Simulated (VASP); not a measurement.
# GaCo in VASP: reference runs

How does GaCo come out in PBE? The cell is run as given.

Everything below comes from runs of VASP 6.6.1. Logs are shortened: lines on timing, memory, paths and dates and some standing lists are left out, and cuts for length are marked.

**1. The cell of the first run**

The cell holds a slab with vacuum, 8 atoms: a = 2.883 Å, b = 2.883 Å, c = 25.091 Å, α = 90.00°, β = 90.00°, γ = 90.00°.

**2. Single point, PBE, collinear spin, ferromagnetic start (the (1 0 0) slab of GaCo, cut from the database cell, not relaxed)**

INCAR

```
  ALGO = Normal
  DIPOL = 0.5 0.5 0.500
  EDIFF = 1E-7
  ENCUT = 520
  GGA = PE
  IDIPOL = 3
  ISIF = 2
  ISMEAR = -1
  ISPIN = 2
  LASPH = True
  LCHARG = False
  LDIPOL = True
  LMAXMIX = 4
  LORBIT = 11
  LREAL = False
  LWAVE = False
  MAGMOM = 0 0 0 0 2 2 2 2
  NBANDS = 58
  NELM = 150
  PREC = Accurate
  SIGMA = 0.05
```

KPOINTS

```
k-points
0
Gamma
  9 9 1
```

POSCAR

```
GaCo
1.0
    2.8831000000      0.0000000000      0.0000000000
    0.0000000000      2.8831000000      0.0000000000
    0.0000000000      0.0000000000     25.0908500000
Ga Co
4 4
Direct
    0.5000000000      0.5000000000      0.2989137474
    0.5000000000      0.5000000000      0.4138201775
    0.5000000000      0.5000000000      0.5287266075
    0.5000000000      0.5000000000      0.6436330375
    0.0000000000      0.0000000000      0.3563669625
    0.0000000000      0.0000000000      0.4712733925
    0.0000000000      0.0000000000      0.5861798225
    0.0000000000      0.0000000000      0.7010862526
```

Potentials or basis: VASP PAW PBE potentials, release 64 (Ga_d, Co).

Command:

```bash
$ cat potpaw_PBE.64/Ga_d/POTCAR potpaw_PBE.64/Co/POTCAR > POTCAR
$ mpirun -np 1 vasp_std > vasp.out
```

OUTCAR:

```text
EDIFF = 1E-7
   ENCUT = 520
   GGA = PE
   ISIF = 2
   ISMEAR = -1
   ISPIN = 2
   LASPH = True
   LORBIT = 11
   LREAL = False
   NELM = 150
   PREC = Accurate

 ion  position               nearest neighbor table
   1  0.500  0.500  0.299-   5 2.50   5 2.50   5 2.50   5 2.50   2 2.88
   2  0.500  0.500  0.414-   5 2.50   6 2.50   5 2.50   6 2.50   5 2.50   6 2.50   5 2.50   6 2.50
                             3 2.88   1 2.88
   3  0.500  0.500  0.529-   6 2.50   6 2.50   6 2.50   6 2.50   7 2.50   7 2.50   7 2.50   7 2.50
                             2 2.88   4 2.88
   4  0.500  0.500  0.644-   7 2.50   7 2.50   7 2.50   7 2.50   8 2.50   8 2.50   8 2.50   8 2.50
                             3 2.88
   5  0.000  0.000  0.356-   2 2.50   2 2.50   2 2.50   2 2.50   1 2.50   1 2.50   1 2.50   1 2.50
                             6 2.88
   6  0.000  0.000  0.471-   3 2.50   3 2.50   3 2.50   3 2.50   2 2.50   2 2.50   2 2.50   2 2.50
                             7 2.88   5 2.88
   7  0.000  0.000  0.586-   3 2.50   4 2.50   3 2.50   4 2.50   3 2.50   4 2.50   3 2.50   4 2.50
                             6 2.88   8 2.88
   8  0.000  0.000  0.701-   4 2.50   4 2.50   4 2.50   4 2.50   7 2.88

  LATTYP: Found a simple tetragonal cell.
 ALAT       =     2.8831000000
 C/A-ratio  =     8.7027331692

  Lattice vectors:

 A1 = (   2.8831000000,   0.0000000000,   0.0000000000)
 A2 = (   0.0000000000,   2.8831000000,   0.0000000000)
 A3 = (   0.0000000000,   0.0000000000,  25.0908500000)

Analysis of symmetry for initial positions (statically):
=====================================================================
 Subroutine PRICEL returns:
 Original cell was already a primitive cell.

 Routine SETGRP: Setting up the symmetry group for a
 simple tetragonal supercell.

 Subroutine GETGRP returns: Found  8 space group operations
 (whereof  8 operations were pure point group operations)
 out of a pool of 16 trial point group operations.

The static configuration has the point symmetry C_4v.

Analysis of symmetry for dynamics (positions and initial velocities):
=====================================================================
 Subroutine PRICEL returns:
 Original cell was already a primitive cell.

 Routine SETGRP: Setting up the symmetry group for a
 simple tetragonal supercell.

 Subroutine GETGRP returns: Found  8 space group operations
 (whereof  8 operations were pure point group operations)
 out of a pool of 16 trial point group operations.

The dynamic configuration has the point symmetry C_4v.

Analysis of structural, dynamic, and magnetic symmetry:
=====================================================================
 Subroutine PRICEL returns:
 Original cell was already a primitive cell.

 Routine SETGRP: Setting up the symmetry group for a
 simple tetragonal supercell.

 Subroutine GETGRP returns: Found  8 space group operations
 (whereof  8 operations were pure point group operations)
 out of a pool of 16 trial point group operations.

The overall configuration has the point symmetry C_4v.

 Subroutine INISYM returns: Found  8 space group operations
 (whereof  8 operations are pure point group operations),
 and found     1 'primitive' translations

----------------------------------------------------------------------------------------

                                     Primitive cell

  volume of cell :     208.5618

  direct lattice vectors                    reciprocal lattice vectors
     2.883100000  0.000000000  0.000000000     0.346848878  0.000000000  0.000000000
     0.000000000  2.883100000  0.000000000     0.000000000  0.346848878  0.000000000
     0.000000000  0.000000000 25.090850000     0.000000000  0.000000000  0.039855166

  length of vectors
     2.883100000  2.883100000 25.090850000     0.346848878  0.346848878  0.039855166

  position of ions in fractional coordinates (direct lattice)
     0.500000000  0.500000000  0.298913747
     0.500000000  0.500000000  0.413820177
     0.500000000  0.500000000  0.528726607
     0.500000000  0.500000000  0.643633038
     0.000000000  0.000000000  0.356366962
     0.000000000  0.000000000  0.471273393
     0.000000000  0.000000000  0.586179823
     0.000000000  0.000000000  0.701086253

[... 65 lines left out ...]
   ICHARG =      2    charge: 1-file 2-atom 10-const
   ISPIN  =      2    spin polarized calculation?
   LNONCOLLINEAR =      F non collinear calculations
   LSORBIT =      F    spin-orbit coupling
   LASPH  =      T    aspherical Exc in radial PAW
   ENCUT  =  520.0 eV  38.22 Ry    6.18 a.u.   5.36  5.36 46.65*2*pi/ulx,y,z
   NELM   =    150;   NELMIN=  2; NELMDL= -5     # of ELM steps
   EDIFF  = 0.1E-06   stopping-criterion for ELM
   LREAL  =      F    real-space projection
   EDIFFG = 0.1E-05   stopping-criterion for IOM
   NSW    =      0    number of steps for IOM
   IBRION =     -1    ionic relax: 0-MD 1-quasi-New 2-CG
   NFREE  =      0    steps in history (QN), initial steepest desc. (CG)
   ISIF   =      2    stress and relaxation
   ISYM   =      2    0-nonsym 1-usesym 2-fastsym
   POTIM  = 0.5000    time-step for ionic-motion
   TEBEG  =    0.0;   TEEND  =   0.0 temperature during run
   PSTRESS=    0.0 pullay stress
   NELECT =      88.0000    total number of electrons
   NUPDOWN=      -1.0000    fix difference up-down
   EMIN   =  10.00;   EMAX   =-10.00  energy-range for DOS
   EFERMI =   0.00;   METHOD = LEGACY
   ISMEAR =    -1;   SIGMA  =   0.05  broadening in eV -4-tet -1-fermi 0-gaus
   EFERMI_NEDOS =   21; number of points for ismear=-14 and -15
   IALGO  =     38    algorithm
   IMIX   =      4    mixing-type and parameters
     AMIX     =   0.40;   BMIX     =  1.00
     AMIX_MAG =   1.60;   BMIX_MAG =  1.00
  volume/ion in A,a.u.               =      26.07       175.93
  Fermi-wavevector in a.u.,A,eV,Ry     =   1.227884  2.320365 20.513503  1.507700
  Thomas-Fermi vector in A             =   2.362831
   LORBIT       =     11    0 simple, 1 ext, 2 COOP (PROOUT), +10 PAW based schemes
   GGA     = PE    functional components
   LHFCALC =     F    Hartree Fock is set to
   AEXX    =    0.0000 exact exchange contribution
   IVDW    =     0    specifies the selected vdW correction
   LEPSILON=     F    determine dielectric tensor
   LRPA    =     F    only Hartree local field effects (RPA)
 spin polarized calculation
  energy-cutoff  :      520.00
  volume of cell :      208.56
 maximum number of plane-waves:      5663
 NGX is ok and might be reduce to    24
   NGX = 11   NGY = 11   NGZ = 93

 dipolmoment           0.000000      0.000000     -0.005537 electrons x Angstroem

 number of electron      88.0000037 magnetization       2.5110868

 dipolmoment           0.000000      0.000000      0.019818 electrons x Angstroem

 Free energy of the ion-electron system (eV)
  ---------------------------------------------------
  ext. energy  EPLUGINS =         0.00000000
  ---------------------------------------------------
  free energy    TOTEN  =       -39.57544727 eV

  energy without entropy =      -39.53345378  energy(sigma->0) =      -39.55445053

 E-fermi :   2.2237     XC(G=0):  -6.9178

 val. band max:        2.2129373345   @ k =   0.2222   0.2222   0.0000
 cond. band min:       2.2386813394   @ k =   0.3333   0.2222   0.0000
 fundamental gap:      0.0257440050
 Fermi energy:         2.2236725176

 spin component 1

 k-point     1 :       0.0000    0.0000    0.0000
  band No.  band energies     occupation
      1     -12.9120      1.00000
      2     -12.8888      1.00000
      3     -12.8158      1.00000
      4     -12.7873      1.00000
      5     -12.7588      1.00000
      6     -12.6974      1.00000
[... 874 lines left out ...]
     55       6.2178      0.00000
     56       6.4556      0.00000
 Fermi energy:         2.2236725176

 spin component 2

 k-point     1 :       0.0000    0.0000    0.0000
  band No.  band energies     occupation
      1     -12.9070      1.00000
      2     -12.8702      1.00000
      3     -12.8194      1.00000
      4     -12.7922      1.00000
      5     -12.7597      1.00000
      6     -12.6775      1.00000
[... 874 lines left out ...]
     55       6.4476      0.00000
     56       6.6781      0.00000
 [bands above 56 left out]

------------------------ aborting loop because EDIFF is reached ----------------------------------------

 vacuum level on the upper side and lower side of the slab       (xc-potential included)         0.159        -0.268

  FORCE on cell =-STRESS in cart. coord.  units (eV):
  Direction    XX          YY          ZZ          XY          YZ          ZX
  --------------------------------------------------------------------------------------
  -------------------------------------------------------------------------------------
  Total       -2.2492566     -2.2492566      0.8935274      0.0000000      0.0000000     -0.0000000
  in kB      -17.2788488    -17.2788488      6.8641007      0.0000000      0.0000000     -0.0000000
  external PRESSURE =      -9.2311989 kB  Pullay stress =       0.0000000 kB

 VOLUME and BASIS-vectors are now :
 -----------------------------------------------------------------------------
  energy-cutoff  :      520.00
  volume of cell :      208.56
      direct lattice vectors                 reciprocal lattice vectors
     2.883100000  0.000000000  0.000000000     0.346848878  0.000000000  0.000000000
     0.000000000  2.883100000  0.000000000     0.000000000  0.346848878  0.000000000
     0.000000000  0.000000000 25.090850000     0.000000000  0.000000000  0.039855166

 POSITION                                       TOTAL-FORCE (eV/Angst)
 -----------------------------------------------------------------------------------
      1.44155      1.44155      7.50000        -0.000000      0.000000      0.095175
      1.44155      1.44155     10.38310        -0.000000      0.000000     -0.041804
      1.44155      1.44155     13.26620        -0.000000     -0.000000      0.012688
      1.44155      1.44155     16.14930        -0.000000      0.000000      0.494306
      0.00000      0.00000      8.94155        -0.000000      0.000000     -0.244170
      0.00000      0.00000     11.82465        -0.000000      0.000000      0.123106
      0.00000      0.00000     14.70775        -0.000000      0.000000     -0.324618
      0.00000      0.00000     17.59085         0.000000      0.000000     -0.114683
 -----------------------------------------------------------------------------------
    total drift:                                0.000000     -0.000000     -0.000116

  FREE ENERGIE OF THE ION-ELECTRON SYSTEM (eV)
  ---------------------------------------------------
  free  energy   TOTEN  =       -39.5754472745 eV

  energy  without entropy=      -39.5334537761  energy(sigma->0) =      -39.55445053

 vacuum level on the upper side and lower side of the slab         6.550         6.101

 total charge

# of ion       s       p       d       tot
------------------------------------------
    1        0.922   0.695   9.984  11.600
    2        0.848   0.886  10.049  11.783
    3        0.849   0.881  10.050  11.779
    4        0.865   0.880  10.038  11.783
    5        0.399   0.435   7.498   8.332
    6        0.386   0.446   7.511   8.343
    7        0.389   0.450   7.502   8.341
    8        0.370   0.284   7.316   7.970
--------------------------------------------------
tot          5.027   4.957  69.947  79.931

 magnetization (x)

# of ion       s       p       d       tot
------------------------------------------
    1        0.025   0.038  -0.003   0.061
    2       -0.002  -0.012  -0.006  -0.020
    3       -0.001  -0.006  -0.003  -0.009
    4       -0.012  -0.025  -0.004  -0.042
    5        0.016  -0.005   0.664   0.675
    6       -0.000  -0.003   0.172   0.168
    7        0.000  -0.006   0.071   0.066
    8        0.020   0.010   1.475   1.504
--------------------------------------------------
tot          0.046  -0.008   2.366   2.403
```

Run time: 15 min. Hardware: 1 thread of Intel Xeon 6975P-C (Granite Rapids), shared host; peak memory 0.56 GiB.

Results:

```
Free energy                                           : -39.5754 eV
Largest force                                         : 0.494 eV/Å
Band gap on the k mesh                                : none (metal or under the smearing width)
Net moment                                            : 2.51 μB per cell
Site moments                                          : Ga +0.06, -0.02, -0.01, -0.04; Co +0.68, +0.17, +0.07, +1.50 μB
Valence electrons inside the program's atomic spheres : Ga 11.60, 11.78; Co 8.33, 8.34, 7.97
```

Forces on the atoms (eV/Å):
```
Ga   0.000  0.000  0.095
Ga   0.000  0.000 -0.042
Ga   0.000  0.000  0.013
Ga   0.000  0.000  0.494
Co   0.000  0.000 -0.244
Co   0.000  0.000  0.123
Co   0.000  0.000 -0.325
Co   0.000  0.000 -0.115
```
